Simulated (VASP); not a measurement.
# LiH in VASP 6.6.1, relaxation

INCAR

```
ALGO = Fast
EDIFF = 1E-7
LASPH = .TRUE.
EDIFFG = -5E-3
NSW = 40
LWAVE = .FALSE.
ENCUT = 600
ISMEAR = -1
IBRION = 2
SIGMA = 0.02
NELM = 120
LCHARG = .FALSE.
LREAL = .FALSE.
ISIF = 3
GGA = CA
PREC = Accurate
NBANDS = 9
```

KPOINTS

```
KPOINTS created by Atomic Simulation Environment
0
Gamma
10 10 10
0 0 0
```

POSCAR

```
Li H
 1.0000000000000000
     2.5060075266916240   -0.0000000000000000   -0.0000000000000000
     0.0000000000000000    2.5060075266916240    0.0000000000000000
    -0.0000000000000000    0.0000000000000000    2.5060075266916240
 Li  H
   1   1
Cartesian
  0.0000000000000000  0.0000000000000000  0.0000000000000000
  1.2530037633458120  1.2530037633458120  1.2530037633458120
```

The recommended LDA PAW datasets give the neutral cell 4 valence electrons.

Command

```
mpirun -np 1 vasp_std
```

OSZICAR

```
N       E                     dE             d eps       ncg     rms          rms(c)
DAV:   1    -0.181093557848E+01   -0.18109E+01   -0.16151E+03  1040   0.448E+02
DAV:   2    -0.623780122659E+01   -0.44269E+01   -0.43315E+01  1389   0.557E+01
DAV:   3    -0.629345677821E+01   -0.55656E-01   -0.55556E-01  1189   0.512E+00
DAV:   4    -0.629364878894E+01   -0.19201E-03   -0.19198E-03  1305   0.292E-01
DAV:   5    -0.629364948913E+01   -0.70019E-06   -0.70017E-06  1182   0.141E-02    0.275E+00
RMM:   6    -0.609286498007E+01    0.20078E+00   -0.24449E-02  1013   0.701E-01    0.136E+00
RMM:   7    -0.602422717954E+01    0.68638E-01   -0.36685E-02  1029   0.946E-01    0.206E-01
RMM:   8    -0.602458977516E+01   -0.36260E-03   -0.21124E-03  1037   0.328E-01    0.459E-02
RMM:   9    -0.602464710551E+01   -0.57330E-04   -0.68352E-04  1043   0.180E-01    0.249E-02
RMM:  10    -0.602478690530E+01   -0.13980E-03   -0.34094E-04  1042   0.131E-01    0.876E-02
...
       N       E                     dE             d eps       ncg     rms          rms(c)
DAV:   1    -0.603567534322E+01   -0.10166E-02   -0.18655E-02  1065   0.905E-01    0.285E-01
RMM:   2    -0.603522053047E+01    0.45481E-03   -0.25631E-04  1019   0.138E-01    0.167E-01
RMM:   3    -0.603498620835E+01    0.23432E-03   -0.17086E-04  1039   0.996E-02    0.363E-03
RMM:   4    -0.603499341224E+01   -0.72039E-05   -0.39046E-05  1040   0.511E-02    0.487E-03
RMM:   5    -0.603499618534E+01   -0.27731E-05   -0.13283E-05   984   0.298E-02    0.898E-03
RMM:   6    -0.603499639702E+01   -0.21168E-06   -0.45940E-06   895   0.176E-02    0.786E-03
RMM:   7    -0.603499632829E+01    0.68733E-07   -0.14023E-06   865   0.962E-03    0.628E-03
RMM:   8    -0.603499624140E+01    0.86886E-07   -0.45454E-07   822   0.525E-03
   4 F= -.60349962E+01 E0= -.60349961E+01  d E =-.103021E-01
```

From OUTCAR

```
k-points           NKPTS =     56   k-points in BZ     NKDIM =     56   number of bands    NBANDS=      9

   NELECT =       4.0000    total number of electrons

   dimension x,y,z NGX =    20 NGY =   20 NGZ =   20
   dimension x,y,z NGXF=    40 NGYF=   40 NGZF=   40

  energy-cutoff  :      600.00
  volume of cell :       14.56
      direct lattice vectors                 reciprocal lattice vectors
     2.441867269  0.000000000  0.000000000     0.409522668  0.000000000  0.000000000
    -0.000000000  2.441867269 -0.000000000    -0.000000000  0.409522668  0.000000000
    -0.000000000 -0.000000000  2.441867269    -0.000000000  0.000000000  0.409522668

 k-points in reciprocal lattice and weights: KPOINTS created by Atomic Simulation Env
   0.00000000  0.00000000  0.00000000       0.001
   0.10000000  0.00000000  0.00000000       0.006
   0.20000000  0.00000000  0.00000000       0.006
   0.30000000  0.00000000  0.00000000       0.006
   0.40000000  0.00000000  0.00000000       0.006
   0.50000000  0.00000000  0.00000000       0.003
   0.10000000  0.10000000  0.00000000       0.012
   0.20000000  0.10000000  0.00000000       0.024
   ...

 E-fermi :   4.4903

 k-point     1 :       0.0000    0.0000    0.0000
  band No.  band energies     occupation
      1     -43.2027      2.00000
      2      -5.2111      2.00000
      3      16.1741      0.00000
      4      16.1741      0.00000
      5      16.1741      0.00000
      6      17.6111      0.00000
      7      19.4955      0.00000
      8      19.4955      0.00000
      9      37.1264      0.00000

 k-point     2 :       0.1000    0.0000    0.0000
  band No.  band energies     occupation
      1     -43.1953      2.00000
      2      -5.0590      2.00000
      3      13.4136      0.00000
      4      16.4099      0.00000
      5      16.4099      0.00000
      6      17.6044      0.00000
      7      19.7459      0.00000
      8      22.6051      0.00000
      9      35.4513      0.00000

 k-point     3 :       0.2000    0.0000    0.0000
  band No.  band energies     occupation
      1     -43.1764      2.00000
      2      -4.6221      2.00000
      3      10.1024      0.00000
      4      17.1101      0.00000
      5      17.1101      0.00000
      6      17.1765      0.00000
      7      20.4960      0.00000
      8      27.3610      0.00000
      9      32.1124      0.00000

 k-point     4 :       0.3000    0.0000    0.0000
  band No.  band energies     occupation
      1     -43.1525      2.00000
      2      -3.9703      2.00000
      3       7.3544      0.00000
      4      16.6415      0.00000
      5      18.2427      0.00000
      6      18.2427      0.00000
      7      21.7411      0.00000
      8      28.7682      0.00000
      9      28.7682      0.00000

 k-point     5 :       0.4000    0.0000    0.0000
  band No.  band energies     occupation
      1     -43.1334      2.00000
      2      -3.2947      2.00000
      3       5.4167      0.00000
      4      16.2165      0.00000
      5      19.6750      0.00000
      6      19.6750      0.00000
      7      23.4562      0.00000
      8      25.9495      0.00000
      9      25.9495      0.00000

 ...

  Total        0.0047957      0.0047957      0.0047957     -0.0000000     -0.0000000      0.0000000
  in kB        0.5277069      0.5277069      0.5277069     -0.0000000     -0.0000000      0.0000000
  external PRESSURE =       0.5277069 kB  Pullay stress =       0.0000000 kB

 POSITION                                       TOTAL-FORCE (eV/Angst)
 -----------------------------------------------------------------------------------
      0.00000      0.00000      0.00000         0.000000      0.000000      0.000000
      1.22093      1.22093      1.22093        -0.000000     -0.000000      0.000000
 -----------------------------------------------------------------------------------
    total drift:                               -0.000000      0.000000      0.000000

  FREE ENERGIE OF THE ION-ELECTRON SYSTEM (eV)
  ---------------------------------------------------
  free  energy   TOTEN  =        -6.0349962414 eV

  energy  without entropy=       -6.0349959794  energy(sigma->0) =       -6.03499611
```

```
ionic step  ΔE (meV/atom)  volume (Å³)  largest force (eV/Å)  pressure (GPa)  electronic steps
         1            0.0        15.74                 0.000           -2.68                16
         2           -2.2        15.44                 0.000           -2.07                14
         3           -5.0        14.77                 0.000           -0.53                14
         4           -5.2        14.56                 0.000            0.05                 8
```

It converged. Results: relaxed cell vector lengths 2.442, 2.442, 2.442 Å; relaxed cell volume 14.56 Å³.

For comparison, a separate LDA relaxation on usual settings, not on those above, ends at 14.57 Å³.

The run above took about 15 s on one core of a shared host (Intel Xeon Platinum 8488C) and held 0.12 GiB at most.
